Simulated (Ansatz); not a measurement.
The system is SrCl2.

```
Sr Cl
1.0
     0.00000    3.48835    3.48835
     3.48835    0.00000    3.48835
     3.48835    3.48835    0.00000
Sr Cl
1 2
Direct
  0.00000 0.00000 0.00000
  0.75000 0.75000 0.75000
  0.25000 0.25000 0.25000
```

Base run:

| Quantity | Value |
| --- | --- |
| Program | Ansatz 0.2.0 |
| Functional | PBEsol |
| Potentials or basis | all-electron LAPW, inner shells corrected to Dirac's equation |
| Cutoff | 143 eV |
| Density cutoff | 573 eV |
| Basis error allowed | 0.002 eV/atom |
| k mesh | 7 × 7 × 7 |
| Occupations | fermi-dirac, width 0.05 eV |
| Spin | no spin polarisation |

Its results: band gap on the k mesh 5.18 eV, indirect (least direct gap 5.48 eV); pressure -1.1 GPa.

Task: After a change of settings the same cell gave: band gap on the k mesh 5.37 eV, indirect (least direct gap 5.55 eV); pressure -0.9 GPa. Which change was it?
A. functional from PBEsol to PBE; potentials or basis from all-electron LAPW, inner shells corrected to Dirac's equation to all-electron LAPW, scalar-relativistic
B. potentials or basis from all-electron LAPW, inner shells corrected to Dirac's equation to all-electron LAPW, scalar-relativistic; k mesh from 7 × 7 × 7 to 5 × 5 × 5
C. potentials or basis from all-electron LAPW, inner shells corrected to Dirac's equation to all-electron LAPW, non-relativistic
D. potentials or basis from all-electron LAPW, inner shells corrected to Dirac's equation to all-electron LAPW, scalar-relativistic

Result: C.

Caveats: relativity is left out, which matters for the heavier elements (some runs).

Not every run made on this cell is shown here.
